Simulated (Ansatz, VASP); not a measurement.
# Two plane-wave programs on NaH

```
Na H
1.0
     3.01127    0.00000    0.00000
     0.00000    3.01127    0.00000
     0.00000    0.00000    2.95630
Na H
1 1
Cartesian
  0.0000 0.0000 0.0000
  1.5056 1.5056 1.4782
```

Change from the starting cell: epitaxial_xy strain +2.7%.

Alike in both runs: task single point; functional PBE; k mesh 8 × 8 × 8; occupations fermi-dirac, width 0.02 eV; no spin polarisation.

|  | VASP | Ansatz |
| --- | --- | --- |
| version | VASP 6.6.1 | Ansatz 0.2.0 |
| potentials or method | VASP PAW PBE potentials, release 64 (Na_pv, H) | plane waves, PAW |
| plane-wave cutoff (eV) | 520 | 420 |
| valence electrons in the cell | 8 | 10 |

Ansatz gave:

| Item | Value |
| --- | --- |
| gap on the k mesh at the Fermi level (eV) | 0.97 |
| pressure (GPa) | -0.6 |
| largest component of the traceless stress (GPa) | 1.32 |

Task: What did VASP give for the same quantities?

Result: gap on the k mesh at the Fermi level (eV): 0.97; pressure (GPa): -0.7; largest component of the traceless stress (GPa): 1.32.

With one functional, cell and mesh, what is left measures potentials, basis and numerics. The two sets of potentials don't hold the same shells in valence.

A k mesh can miss the band edges.
